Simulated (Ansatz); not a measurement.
# Zr: stationary points along a deformation path

Level of theory: Ansatz 0.2.0, DFT PBE, scalar-relativistic, plane waves, PAW. Settings: plane waves to 420 eV, k-mesh 20×20×20 (Γ-centred), Gaussian smearing 0.15 eV. No spin polarisation. Energies are free energies at this smearing, counted from the undisturbed cell; pressure is positive in compression.

Zero of the scan (as given, not relaxed at this level; it stands at 1.1 GPa; this fcc form isn't the usual structure):

```xyz
1
Lattice="0.0000 2.2550 2.2550 2.2550 0.0000 2.2550 2.2550 2.2550 0.0000" Properties=species:S:1:pos:R:3 pbc="T T T"
Zr    0.0000    0.0000    0.0000
```

At fixed volume and fractional coordinates, lengths along (0.577, 0.577, 0.577) are scaled against those across it; ρ is that ratio over its starting value. V = 22.933 Å³/atom. Δσ is the stress along the axis less the mean stress across it (compression positive).

| ρ | ΔE (meV/atom) | Δσ (GPa) | space group |
| --- | --- | --- | --- |
| 0.500 | 869.1 | 0.00 | Pm-3m |
| 0.600 | 702.3 | 17.59 | R-3m |
| 0.710 | 388.9 | 18.46 | R-3m |
| 0.850 | 122.0 | 13.64 | R-3m |
| 0.930 | 25.9 | 7.49 | R-3m |
| 1.000 | 0.0 | 0.00 | Fm-3m |
| 1.080 | 25.0 | -6.25 | R-3m |
| 1.200 | 96.4 | -8.07 | R-3m |
| 1.410 | 353.9 | -27.79 | R-3m |
| 1.700 | 1081.5 | -53.11 | R-3m |
| 2.000 | 2072.6 | -74.95 | R-3m |

Q: How does the stress give the slope of the energy, and where is the energy stationary?

A: Along the path d ln(length) is 2/3 d ln ρ on the axis and −1/3 d ln ρ across it, so dE/d ln ρ = −(2/3) V Δσ: the energy falls with ρ where Δσ is positive. Δσ vanishes or changes sign at ρ = 0.500 (Pm-3m, an end of the scan), at 869.1 meV/atom; at ρ = 1.000 (Fm-3m), a minimum at 0.0 meV/atom. Pairs of stationary points between two samples would go unseen, and could change a minimum read from distant neighbours into a maximum. At ρ = 0.500, 1.000 the cell is cubic, where symmetry alone makes the stress isotropic and the slope zero.

Q: Which shear constant sets the curvature at ρ = 1?

A: For a cubic crystal E/V = (2/3) C (ln ρ)² with C = C44, so Δσ = −2C ln ρ. The parabola of Δσ against ln ρ through ρ = 0.930, 1 and 1.080 gives C ≈ 46 GPa with the ions clamped, rough because the steps are large. It is the stress–strain coefficient at this cell's pressure of 1.1 GPa, not the zero-pressure constant.

In a metal these slopes depend on the k mesh and the smearing.